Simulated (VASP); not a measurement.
# Sb (I4/mmm) in VASP: further runs

One crystal, Sb, is run at these levels: r2SCAN; tasks: single point.

Everything below comes from runs of VASP 6.6.1. Logs are shortened: lines on timing, memory, paths and dates and some standing lists are left out, and cuts for length are marked.

### 1 The crystal as given

The structure is tetragonal, space group I4/mmm (No. 139). The conventional cell has a = 3.153 Å, b = 3.153 Å, c = 5.424 Å, α = 90.00°, β = 90.00°, γ = 90.00°. Around Sb (site symmetry 4/mmm) lie 12 Sb at 3.15 to 3.51 Å.

This isn't the form of Sb at room conditions, which is rhombohedral.

### 2 Single point, r2SCAN

File INCAR:

```
ADDGRID = False
ALGO = Normal
EDIFF = 1E-8
ENCUT = 900
ISIF = 2
ISMEAR = 0
LASPH = True
LCHARG = False
LMIXTAU = True
LREAL = False
LWAVE = False
METAGGA = R2SCAN
NBANDS = 8
NELM = 100
PREC = Accurate
SIGMA = 0.02
```

File KPOINTS:

```
k-points
0
Gamma
  9 9 9
```

File POSCAR:

```
Sb
1.0
   -1.5765401831      1.5765401831      2.7119384313
    1.5765401831     -1.5765401831      2.7119384313
    1.5765401831      1.5765401831     -2.7119384313
Sb
1
Direct
    0.0000000000      0.0000000000      0.0000000000
```

Potentials or basis: VASP PAW PBE potentials, release 64 (Sb).

Run with:

```sh
$ cat potpaw_PBE.64/Sb/POTCAR > POTCAR
$ mpirun -np 1 vasp_std > vasp.out
```

OUTCAR:

```text
EDIFF = 1E-8
   ENCUT = 900
   ISIF = 2
   ISMEAR = 0
   LASPH = True
   LREAL = False
   METAGGA = R2SCAN
   NELM = 100
   PREC = Accurate

 ion  position               nearest neighbor table
   1  0.000  0.000  0.000-

  LATTYP: Found a body centered tetragonal cell.
 ALAT       =     3.1530803662
 C/A-ratio  =     1.7201835135

  Lattice vectors:

 A1 = (  -1.5765401831,   1.5765401831,   2.7119384313)
 A2 = (   1.5765401831,  -1.5765401831,   2.7119384313)
 A3 = (   1.5765401831,   1.5765401831,  -2.7119384313)

Analysis of symmetry for initial positions (statically):
=====================================================================
 Subroutine PRICEL returns:
 Original cell was already a primitive cell.

 Routine SETGRP: Setting up the symmetry group for a
 body centered tetragonal supercell.

 Subroutine GETGRP returns: Found 16 space group operations
 (whereof 16 operations were pure point group operations)
 out of a pool of 16 trial point group operations.

The static configuration has the point symmetry D_4h.

Analysis of symmetry for dynamics (positions and initial velocities):
=====================================================================
 Subroutine PRICEL returns:
 Original cell was already a primitive cell.

 Routine SETGRP: Setting up the symmetry group for a
 body centered tetragonal supercell.

 Subroutine GETGRP returns: Found 16 space group operations
 (whereof 16 operations were pure point group operations)
 out of a pool of 16 trial point group operations.

The dynamic configuration has the point symmetry D_4h.

 Subroutine INISYM returns: Found 16 space group operations
 (whereof 16 operations are pure point group operations),
 and found     1 'primitive' translations

----------------------------------------------------------------------------------------

                                     Primitive cell

  volume of cell :      26.9619

  direct lattice vectors                    reciprocal lattice vectors
    -1.576540183  1.576540183  2.711938431     0.000000000  0.317150178  0.184369967
     1.576540183 -1.576540183  2.711938431     0.317150178  0.000000000  0.184369967
     1.576540183  1.576540183 -2.711938431     0.317150178  0.317150178  0.000000000

  length of vectors
     3.510778824  3.510778824  3.510778824     0.366846726  0.366846726  0.448518083

  position of ions in fractional coordinates (direct lattice)
     0.000000000  0.000000000  0.000000000

  ion indices of the primitive-cell ions
   primitive index   ion index
                 1           1

----------------------------------------------------------------------------------------

 KPOINTS: k-points

Automatic generation of k-mesh.
 Grid dimensions read from file:
 generate k-points for:    9    9    9

 Generating k-lattice:

  Cartesian coordinates                     Fractional coordinates (reciprocal lattice)
     0.000000000  0.035238909  0.020485552     0.111111111  0.000000000  0.000000000
     0.035238909  0.000000000  0.020485552     0.000000000  0.111111111  0.000000000
     0.035238909  0.035238909  0.000000000     0.000000000  0.000000000  0.111111111

  Length of vectors
     0.040760747  0.040760747  0.049835343

  Shift w.r.t. Gamma in fractional coordinates (k-lattice)
     0.000000000  0.000000000  0.000000000

 Subroutine IBZKPT returns following result:
 ===========================================

 Found     75 irreducible k-points:

 Following reciprocal coordinates:
            Coordinates               Weight
  0.000000  0.000000  0.000000      1.000000
  0.111111  0.000000 -0.000000      8.000000
  0.222222  0.000000  0.000000      8.000000
  0.333333  0.000000  0.000000      8.000000
  0.444444  0.000000  0.000000      8.000000
  0.111111  0.111111 -0.000000      8.000000
[... 16 lines left out ...]
 -0.333333  0.333333  0.000000      4.000000
  0.444444  0.444444  0.000000      8.000000
 [... further k-points ...]
   k-points           NKPTS =     75   k-points in BZ     NKDIM =     75   number of bands    NBANDS=      8
   number of dos      NEDOS =    301   number of ions     NIONS =      1
   total plane-waves  NPLWV =  46656
   dimension x,y,z NGX =    36 NGY =   36 NGZ =   36
   dimension x,y,z NGXF=    72 NGYF=   72 NGZF=   72
   ions per type =               1
   NGX,Y,Z   is equivalent  to a cutoff of  17.05, 17.05, 17.05 a.u.
   NGXF,Y,Z  is equivalent  to a cutoff of  34.09, 34.09, 34.09 a.u.
 SYSTEM =  unknown system
   PREC   = accura    normal or accurate (medium, high low for compatibility)
   ISTART =      0    job   : 0-new  1-cont  2-samecut
   ICHARG =      2    charge: 1-file 2-atom 10-const
   ISPIN  =      1    spin polarized calculation?
   LNONCOLLINEAR =      F non collinear calculations
   LSORBIT =      F    spin-orbit coupling
   LASPH  =      T    aspherical Exc in radial PAW
   ENCUT  =  900.0 eV  66.15 Ry    8.13 a.u.   8.59  8.59  8.59*2*pi/ulx,y,z
   NELM   =    100;   NELMIN=  2; NELMDL= -5     # of ELM steps
   EDIFF  = 0.1E-07   stopping-criterion for ELM
   LREAL  =      F    real-space projection
   EDIFFG = 0.1E-06   stopping-criterion for IOM
   NSW    =      0    number of steps for IOM
   IBRION =     -1    ionic relax: 0-MD 1-quasi-New 2-CG
   NFREE  =      0    steps in history (QN), initial steepest desc. (CG)
   ISIF   =      2    stress and relaxation
   ISYM   =      2    0-nonsym 1-usesym 2-fastsym
   POTIM  = 0.5000    time-step for ionic-motion
   TEBEG  =    0.0;   TEEND  =   0.0 temperature during run
   PSTRESS=    0.0 pullay stress
   NELECT =       5.0000    total number of electrons
   NUPDOWN=      -1.0000    fix difference up-down
   EMIN   =  10.00;   EMAX   =-10.00  energy-range for DOS
   EFERMI =   0.00;   METHOD = LEGACY
   ISMEAR =     0;   SIGMA  =   0.02  broadening in eV -4-tet -1-fermi 0-gaus
   EFERMI_NEDOS =   21; number of points for ismear=-14 and -15
   IALGO  =     38    algorithm
   IMIX   =      4    mixing-type and parameters
     AMIX     =   0.40;   BMIX     =  1.00
     AMIX_MAG =   1.60;   BMIX_MAG =  1.00
  volume/ion in A,a.u.               =      26.96       181.95
  Fermi-wavevector in a.u.,A,eV,Ry     =   0.933573  1.764197 11.858269  0.871558
  Thomas-Fermi vector in A             =   2.060288
   LORBIT       =      0    0 simple, 1 ext, 2 COOP (PROOUT), +10 PAW based schemes
   METAGGA = R2SCAN    functional components
   LHFCALC =     F    Hartree Fock is set to
   AEXX    =    0.0000 exact exchange contribution
   IVDW    =     0    specifies the selected vdW correction
   LEPSILON=     F    determine dielectric tensor
   LRPA    =     F    only Hartree local field effects (RPA)
 non-spin polarized calculation
 Gauss-broadening in eV      SIGMA  =   0.02
  energy-cutoff  :      900.00
  volume of cell :       26.96
 maximum number of plane-waves:      1671
   NGX = 17   NGY = 17   NGZ = 17

 number of electron       5.0000000 magnetization

 Free energy of the ion-electron system (eV)
  ---------------------------------------------------
  ext. energy  EPLUGINS =         0.00000000
  ---------------------------------------------------
  free energy    TOTEN  =       -25.28037702 eV

  energy without entropy =      -25.28009907  energy(sigma->0) =      -25.28023805

 E-fermi :   8.4695     XC(G=0): -10.7847

 val. band max:        8.4547063314   @ k =  -0.3333  -0.4444   0.1111
 cond. band min:       8.5177765357   @ k =   0.4444   0.2222   0.0000
 fundamental gap:      0.0630702043
 Fermi energy:         8.4694602594

 k-point     1 :       0.0000    0.0000    0.0000
  band No.  band energies     occupation
      1      -5.1288      2.00000
      2      13.3247      0.00000
      3      14.2049      0.00000
      4      14.2049      0.00000
      5      18.1752      0.00000
      6      19.6813      0.00000
      7      19.7472      0.00000
      8      19.7472      0.00000

 k-point     2 :       0.1111    0.0000   -0.0000
  band No.  band energies     occupation
      1      -4.8666      2.00000
      2      11.9416      0.00000
      3      12.9545      0.00000
      4      14.1510      0.00000
      5      17.7701      0.00000
      6      18.6334      0.00000
      7      19.8508      0.00000
      8      20.1641      0.00000

 k-point     3 :       0.2222    0.0000    0.0000
  band No.  band energies     occupation
      1      -4.0876      2.00000
      2       8.5554      0.00000
      3      11.8092      0.00000
      4      14.0745      0.00000
      5      16.3959      0.00000
      6      18.4607      0.00000
      7      21.0857      0.00000
      8      21.5231      0.00000

 k-point     4 :       0.3333    0.0000    0.0000
  band No.  band energies     occupation
      1      -2.8361      2.00000
      2       5.3027      2.00000
      3      10.8666      0.00000
      4      14.0787      0.00000
      5      15.5084      0.00000
      6      18.5450      0.00000
      7      20.5916      0.00000
      8      21.4104      0.00000

 k-point     5 :       0.4444    0.0000    0.0000
  band No.  band energies     occupation
      1      -1.3855      2.00000
      2       2.8076      2.00000
      3      10.3507      0.00000
      4      14.1345      0.00000
      5      15.0725      0.00000
      6      19.0037      0.00000
      7      19.8361      0.00000
      8      20.1197      0.00000
[... 177 lines left out ...]
 k-point    22 :      -0.4444    0.3333   -0.0000
  band No.  band energies     occupation
      1      -0.3239      2.00000
      2       5.6335      2.00000
      3       7.8456      2.00000
      4       9.0389      0.00000
      5      13.4095      0.00000
      6      14.7589      0.00000
      7      21.1785      0.00000
      8      24.7936      0.00000

 k-point    23 :      -0.3333    0.3333    0.0000
  band No.  band energies     occupation
      1      -1.6329      2.00000
      2       7.7580      2.00000
      3       8.3216      2.00000
      4       9.8950      0.00000
      5      13.8265      0.00000
      6      14.1032      0.00000
      7      21.5063      0.00000
      8      22.3841      0.00000

 k-point    24 :       0.4444    0.4444    0.0000
  band No.  band energies     occupation
      1       1.6009      2.00000
      2       3.9205      2.00000
      3       6.7676      2.00000
      4       8.6513      0.00000
      5      12.8076      0.00000
      6      14.3945      0.00000
      7      23.4476      0.00000
      8      23.9992      0.00000

 [... further k-points ...]

------------------------ aborting loop because EDIFF is reached ----------------------------------------

  FORCE on cell =-STRESS in cart. coord.  units (eV):
  Direction    XX          YY          ZZ          XY          YZ          ZX
  --------------------------------------------------------------------------------------
  -------------------------------------------------------------------------------------
  Total        0.0104768      0.0104768      0.5383284      0.0000000      0.0000000      0.0000000
  in kB        0.6225746      0.6225746     31.9895409      0.0000000      0.0000000      0.0000000
  external PRESSURE =      11.0782300 kB  Pullay stress =       0.0000000 kB

 VOLUME and BASIS-vectors are now :
 -----------------------------------------------------------------------------
  energy-cutoff  :      900.00
  volume of cell :       26.96
      direct lattice vectors                 reciprocal lattice vectors
    -1.576540183  1.576540183  2.711938431     0.000000000  0.317150178  0.184369967
     1.576540183 -1.576540183  2.711938431     0.317150178  0.000000000  0.184369967
     1.576540183  1.576540183 -2.711938431     0.317150178  0.317150178  0.000000000

 POSITION                                       TOTAL-FORCE (eV/Angst)
 -----------------------------------------------------------------------------------
      0.00000      0.00000      0.00000         0.000000      0.000000      0.000000
 -----------------------------------------------------------------------------------
    total drift:                               -0.000000      0.000000      0.000000

  FREE ENERGIE OF THE ION-ELECTRON SYSTEM (eV)
  ---------------------------------------------------
  free  energy   TOTEN  =       -25.2803770227 eV

  energy  without entropy=      -25.2800990699  energy(sigma->0) =      -25.28023805
```

It took 2 min on 1 thread of Intel Xeon Platinum 8375C at 2.90GHz (Ice Lake), shared host; peak memory 0.23 GiB.

What came out:

```
Free energy            : -25.2804 eV
Pressure               : 1.1 GPa
Band gap on the k mesh : none (metal or under the smearing width)
```

Caveat: the PAW data sets were made with another functional, which shifts forces and pressure a little. Spin-orbit coupling is left out, which matters for the levels of Sb.

### 3 Single point, r2SCAN

INCAR is that of step 2.

KPOINTS is that of step 2.

File POSCAR:

```
Sb
1.0
   -1.5638750000      1.6131910000      2.7402030000
    1.6104090000     -1.5604430000      2.7365900000
    1.5281950000      1.5247630000     -2.7095380000
Sb
1
Direct
    0.0004760000      0.0218010000      0.0165680000
```

Potentials or basis: VASP PAW PBE potentials, release 64 (Sb).

Run with:

```sh
$ cat potpaw_PBE.64/Sb/POTCAR > POTCAR
$ mpirun -np 1 vasp_std > vasp.out
```

Run time: 9.4 min. Hardware: 1 thread of Intel Xeon Platinum 8375C at 2.90GHz (Ice Lake), shared host; peak memory 0.35 GiB.

Results (log left out):

* Free energy: -25.2856 eV
* Pressure: 1.4 GPa
* Band gap on the k mesh: none (metal or under the smearing width)

Stress tensor (GPa, compression positive):
```
0.50 0.15 0.07
0.15 0.74 0.10
0.07 0.10 3.11
```

Levels at points of the mesh, in eV from the Fermi level:
| k point | band 1 | band 2 | band 3 | band 4 | band 5 | band 6 |
| --- | --- | --- | --- | --- | --- | --- |
| (0.00, 0.00, 0.00) | -13.56 | 4.73 | 5.78 | 5.83 | 9.68 | 10.92 |

Caveat: the PAW data sets were made with another functional, which shifts forces and pressure a little.

### 4 Single point, r2SCAN

Edit INCAR of step 3 so:

```diff
@@ -2,4 +2,4 @@
 ALGO = Normal
-EDIFF = 1E-8
-ENCUT = 900
+EDIFF = 1E-6
+ENCUT = 200
 ISIF = 2
@@ -15,2 +15,2 @@
 PREC = Accurate
-SIGMA = 0.02
+SIGMA = 0.05
```

File KPOINTS:

```
k-points
0
Gamma
  3 3 3
```

File POSCAR:

```
Sb
1.0
   -1.5765401831      1.5765401831      2.7119384313
    1.5765401831     -1.5765401831      2.7119384313
    1.5765401831      1.5765401831     -2.7119384313
Sb
1
Direct
    0.0000000000      0.0000000000      0.0000000000
```

Run with:

```sh
$ cat potpaw_PBE.64/Sb/POTCAR > POTCAR
$ mpirun -np 1 vasp_std > vasp.out
```

Wall time 5.5 s (1 thread of Intel Xeon Platinum 8375C at 2.90GHz (Ice Lake), shared host); peak memory 0.11 GiB.

The run converged, but some of its settings lie outside the range that counts as converged, so its numbers aren't taken as properties of the crystal.

Results:

| Quantity | Value |
| --- | --- |
| Free energy | -25.8147 eV |
| Pressure | 2.8 GPa |
| Band gap on the k mesh | none (metal or under the smearing width) |

Caveat: the k mesh is coarse (spacing up to 0.94 Å⁻¹), so the values aren't converged; the cutoff is under 1.25 times the usual one of these potentials, so pressure, stress and relaxed cells hold a basis-set (Pulay) error; the PAW data sets were made with another functional, which shifts forces and pressure a little.

### 5 Single point, r2SCAN

INCAR is that of step 4.

KPOINTS is that of step 4.

File POSCAR:

```
Sb
1.0
   -1.5638750000      1.6131910000      2.7402030000
    1.6104090000     -1.5604430000      2.7365900000
    1.5281950000      1.5247630000     -2.7095380000
Sb
1
Direct
    0.0004760000      0.0218010000      0.0165680000
```

Run with:

```sh
$ cat potpaw_PBE.64/Sb/POTCAR > POTCAR
$ mpirun -np 1 vasp_std > vasp.out
```

It took 5.2 s on 1 thread of Intel Xeon Platinum 8375C at 2.90GHz (Ice Lake), shared host; peak memory 0.1 GiB.

The run converged, but some of its settings lie outside the range that counts as converged, so its numbers aren't taken as properties of the crystal.

What came out:

* Free energy: -25.7848 eV
* Pressure: 3.3 GPa
* Band gap on the k mesh: none (metal or under the smearing width)

Caveat: the k mesh is coarse (spacing up to 0.95 Å⁻¹), so the values aren't converged; the cutoff is under 1.25 times the usual one of these potentials, so pressure, stress and relaxed cells hold a basis-set (Pulay) error; the PAW data sets were made with another functional, which shifts forces and pressure a little.

### 6 For comparison

An earlier run on the cell as given: functional PBEsol; potentials or basis VASP PAW PBE potentials, release 64 (Sb); cutoff 520 eV; k mesh 12 × 12 × 12; occupations fermi-dirac, width 0.05 eV; no spin polarisation.

- Pressure: -1.3 GPa
- Band gap on the k mesh: none (metal or under the smearing width)

### 7 Summary

```csv
level,cell,k mesh,cutoff (eV),smearing,ladder,gap on the mesh (eV),pressure (GPa)
r2SCAN,as given,9 × 9 × 9,900,gaussian 0.02 eV,-,none,1.1
r2SCAN,grid = ENCUT=900 k=9x9x9 ISMEAR=0 SIGMA=0.02 PREC=Accurate EDIFF=1e-08 LREAL=False ADDGRID=False LASPH=True; cell strained at random at fixed volume,9 × 9 × 9,900,gaussian 0.02 eV,-,none,1.4
PBEsol,as given,12 × 12 × 12,520,fermi-dirac 0.05 eV,free,none,-1.3
```

Alike in all rows: task single point; potentials or basis VASP PAW PBE potentials, release 64 (Sb); no spin polarisation.

Caveats: the PAW data sets were made with another functional, which shifts forces and pressure a little.

Total energies depend on the potentials used, so only differences within one code and one set of settings carry meaning.
